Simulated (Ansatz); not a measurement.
PbSe, DFT, PBEsol, PAW with Ansatz's default frozen-core files, scalar-relativistic (Ansatz 0.2.0), run on 1 thread of Intel(R) Xeon(R) 6975P-C (Granite Rapids) on a shared host.

The cell is COD entry 9008695, as deposited and not checked against the literature; nothing was relaxed. The listed cell was then made from it by scaling, straining or moving an atom.

Command: `ansatz run input.yaml --threads 1 --pin off --max-ram 3072MiB --backend cpu --events-out ev --progress --plain --runs-dir out`

```yaml
crystal:
  lattice:
    - [-0.0306215, 3.04683925, 3.04683925]
    - [3.04683925, -0.0306215, 3.04683925]
    - [3.04683925, 3.04683925, -0.0306215]
  atoms:
    - { symbol: Pb, position: [0.0, 0.0, 0.0] }
    - { symbol: Se, position: [0.5, 0.5, 0.5] }
kpoints:
  mp_grid: { grid: [7, 7, 7] }
scf:
  occupations: { method: fermi_dirac, width: 0.02 }
hamiltonian:
  xc: pbesol
  pseudopotentials: { kind: paw }
output:
  forces: true
  stress: true
  eigenvalues: true
  efg: { contact_densities: true }
  write_density: true
  write_potential: true
  elf: true
  volumetric_format: npy
```

Task: How large is the problem that the program sets up?

Result: 44 irreducible k-points, 1127 plane waves at Γ, 19 bands.

Task: Estimate the wall time and the peak memory.

Result: 3.4 s of wall time for 6 SCF iterations, with a peak of 0.47 GiB. Times on shared machines scatter by tens of per cent.

Task: And the same cell and mesh by all-electron PAW (datasets made for this crystal), asked for forces, stress, eigenvalues, efg, on the same hardware?

Result: 3.2 s, peak memory 0.44 GiB.
